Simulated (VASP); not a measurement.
# Local probes of InSe, part 3 of 3

Wanted: the field gradients at the nuclei of InSe. The cell has space group R3m. The start is a cell from a database of measured crystal structures.

VASP 6.6.1, plane waves and PAW; the level of theory is named at each step.

So far. Step 3 (Changed settings: PREC = "Normal" and ALGO = "VeryFast"): The largest gradient is -97.52 V/Å², at In2. Step 4 (Local probes at r2SCAN): The largest gradient is -109.8 V/Å², at In2.

The database entry behind the starting cell differs from later determinations by our own check (c about 1.5 % long), so it need not match the best structure at ambient conditions.

### Step 5. Orbitals for local probes at HSE06

This step: LDA; plane waves and PAW (In_d, Se) (VASP 6.6.1).

A hybrid converges faster from good orbitals, so a cheap LDA run writes WAVECAR first.

INCAR reads:

```
SYSTEM = InSe
PREC = Accurate
ENCUT = 400
EDIFF = 1E-05
NELM = 100
ISMEAR = -1
SIGMA = 0.05
LREAL = .FALSE.
ALGO = Normal
GGA = CA
NBANDS = 25
LORBIT = 11
LWAVE = .TRUE.
LCHARG = .FALSE.
KPAR = 2
```

POSCAR reads:

```
InSe
1.0
    2.0000000000      1.1547005384      8.4400000000
   -2.0000000000      1.1547005384      8.4400000000
    0.0000000000     -2.3094010768      8.4400000000
In Se
2 2
Direct
    0.8886000000      0.8886000000      0.8886000000
    0.0000000000      0.0000000000      0.0000000000
    0.1719000000      0.1719000000      0.1719000000
    0.3835000000      0.3835000000      0.3835000000
```

KPOINTS reads:

```
Automatic mesh
0
Gamma
6 6 6
0 0 0
```

The projector-augmented-wave data sets are In_d and Se (PBE family, release 64).

The run is started by

```bash
$ mpirun -np 2 vasp_std
```

What it wrote:

```text
[... set-up lines as in an earlier step ...]
 entering main loop
       N       E                     dE             d eps       ncg     rms          rms(c)
DAV:   1     0.305555360813E+03    0.30556E+03   -0.15095E+04  1600   0.139E+03
DAV:   2     0.169886602860E+02   -0.28857E+03   -0.28271E+03  1642   0.359E+02
DAV:   3    -0.160043353557E+02   -0.32993E+02   -0.32590E+02  2116   0.139E+02
DAV:   4    -0.172379485828E+02   -0.12336E+01   -0.12318E+01  1792   0.297E+01
DAV:   5    -0.172975352517E+02   -0.59587E-01   -0.59581E-01  2687   0.582E+00    0.675E+00
DAV:   6    -0.167840854792E+02    0.51345E+00   -0.11359E+00  2176   0.193E+01    0.391E+00
DAV:   7    -0.167409035361E+02    0.43182E-01   -0.36464E-01  2281   0.521E+00    0.109E+00
DAV:   8    -0.167356127792E+02    0.52908E-02   -0.32238E-02  2460   0.204E+00    0.681E-01
DAV:   9    -0.167344746145E+02    0.11382E-02   -0.48670E-03  1855   0.477E-01    0.138E-01
DAV:  10    -0.167344947483E+02   -0.20134E-04   -0.29556E-04  2287   0.138E-01    0.858E-02
DAV:  11    -0.167345097322E+02   -0.14984E-04   -0.53582E-05  1712   0.927E-02    0.291E-02
DAV:  12    -0.167345057191E+02    0.40131E-05   -0.93303E-06   977   0.450E-02
   1 F= -.16734506E+02 E0= -.16734350E+02  d E =-.311596E-03
 writing wavefunctions
```

Run time: 1.8 min. Hardware: 2 MPI ranks of AMD EPYC 7R43, shared host; peak memory 0.68 GiB.

Parts of OUTCAR (step 5):

```text
   k-points           NKPTS =     32   k-points in BZ     NKDIM =     32   number of bands    NBANDS=     25

   NELECT =      38.0000    total number of electrons

 E-fermi :   3.9306

 k-point     1 :       0.0000    0.0000    0.0000
  band No.  band energies     occupation
    ...
     15       2.2301      2.00000
     16       2.5080      2.00000
     17       2.5080      2.00000
     18       2.6012      2.00000
     19       2.6012      2.00000
     20       5.3730      0.00000
     21       5.7327      0.00000
     22       8.1123      0.00000
     23       8.1123      0.00000
     24       8.8717      0.00000
    ...

  Total       -0.6039202     -0.6039202     -1.5611182      0.0000000      0.0000000      0.0000000
  in kB       -8.2736481     -8.2736481    -21.3871688      0.0000000      0.0000000      0.0000000
  external PRESSURE =     -12.6448216 kB  Pullay stress =       0.0000000 kB

 POSITION                                       TOTAL-FORCE (eV/Angst)
 -----------------------------------------------------------------------------------
      0.00000      0.00000     22.49935         0.000000      0.000000      0.268559
      0.00000      0.00000      0.00000         0.000000      0.000000     -0.250959
      0.00000      0.00000      4.35251         0.000000      0.000000      0.020829
      0.00000      0.00000      9.71022         0.000000      0.000000     -0.038429
 -----------------------------------------------------------------------------------
    total drift:                               -0.000000      0.000000      0.000370

  FREE ENERGIE OF THE ION-ELECTRON SYSTEM (eV)
  ---------------------------------------------------
  free  energy   TOTEN  =       -16.7345057191 eV

  energy  without entropy=      -16.7341941235  energy(sigma->0) =      -16.73434992

[... 6 parts as in an earlier step ...]

[... 10 further parts left out ...]
```

The gap is read on the k-mesh alone, so it is an upper bound where the band edges lie off the mesh.

This step gave:

* free energy (TOTEN): -16.73 eV
* energy at zero smearing: -16.73 eV
* Fermi energy: 3.931 eV
* pressure: -1.264 GPa
* gap on the k-mesh: 0.2267 eV
* least direct gap on the k-mesh: 0.2267 eV

### Step 6. Local probes at HSE06

This step: HSE06; plane waves and PAW (In_d, Se) (VASP 6.6.1).

Field gradients probe the charge near the nuclei, so LASPH is on and the cutoff is at least 1.4 times the default of the data sets; this run is at HSE06.

INCAR reads:

```
SYSTEM = InSe
PREC = Accurate
ENCUT = 400
EDIFF = 1E-07
NELM = 100
ISMEAR = -1
SIGMA = 0.05
LREAL = .FALSE.
ALGO = Normal
LHFCALC = .TRUE.
AEXX = 0.25
GGA = PE
HFSCREEN = 0.2
LASPH = .TRUE.
NBANDS = 25
PRECFOCK = Fast
LORBIT = 11
LWAVE = .FALSE.
LCHARG = .FALSE.
KPAR = 2
LEFG = .TRUE.
```

POSCAR is that of step 5.

KPOINTS is that of step 5.

The WAVECAR or CHGCAR of an earlier step is read.

The run is started by

```bash
$ mpirun -np 2 vasp_std
```

What it wrote:

```text
[banner, memory and clock lines left out]
running    2 mpi-ranks, on    1 nodes
[...]
LDA part: xc-table for (Slater+PW92), standard interpolation
 found WAVECAR, reading the header
 POSCAR, INCAR and KPOINTS ok, starting setup
[...]
reading WAVECAR
 the WAVECAR file was read successfully
 initial charge from wavefunction
 entering main loop
       N       E                     dE             d eps       ncg     rms          rms(c)
```

Run time: 21 min. Hardware: 2 MPI ranks.

The run was cut off at its time limit.

More ranks or a longer limit would be the way on.

### Step 7. Summary

This step: electric field gradients, LDA, r2SCAN; plane waves and PAW (VASP 6.6.1).

This step runs nothing: it gathers the runs above.

Cost is wall time times ranks on a shared host. EFG, by row:

```
functional  Vzz In1 (V/Å²)  Vzz In2 (V/Å²)  Vzz Se3 (V/Å²)  Vzz Se4 (V/Å²)  cost (core minutes)
       LDA          -97.19          -97.49          -66.29          -61.82                12.77
    r2SCAN          -109.7          -109.8          -65.84          -61.44                44.17
```

### Step 8. What came out

- LDA: largest |Vzz| 97.5 V/Å²
- LDA: largest |Vzz| 97.5 V/Å²
- r2SCAN: largest |Vzz| 110 V/Å²

The largest field gradient is that at In2, Vzz = -97.5 V/Å² at LDA, with an asymmetry of 0.00. On that site the functionals span -110 to -97.5 V/Å², at costs of 13 to 44 core minutes. For isotopes with a quadrupole moment, the coupling follows from Vzz times that moment. Kohn-Sham core levels are too shallow against measured binding energies; only differences between inequivalent sites of one element, where there are any, carry meaning. The run «local probes at HSE06» ended without a result (time limit). The atoms weren't relaxed and carry forces of up to 0.27 eV/Å at LDA, so the numbers belong to the given coordinates, and a relaxation would change them. Not tabulated here, as repeats of values shown or as unfit to read for their mesh, reference level or band range: gaps (changed settings, local probes).

[Lines on the potential files, build, host, timing and source positions are cut from VASP's logs without a mark.]

[Logs are printed without paths, hosts, clocks, repeated set-up lines and the standing remarks that a program may print on its own settings, such as how far it seeks lower states.]

[Hosts, paths, dates, database ids (printed as entryN), source tags and the programs' standing remarks are cut or masked in the printed files.]
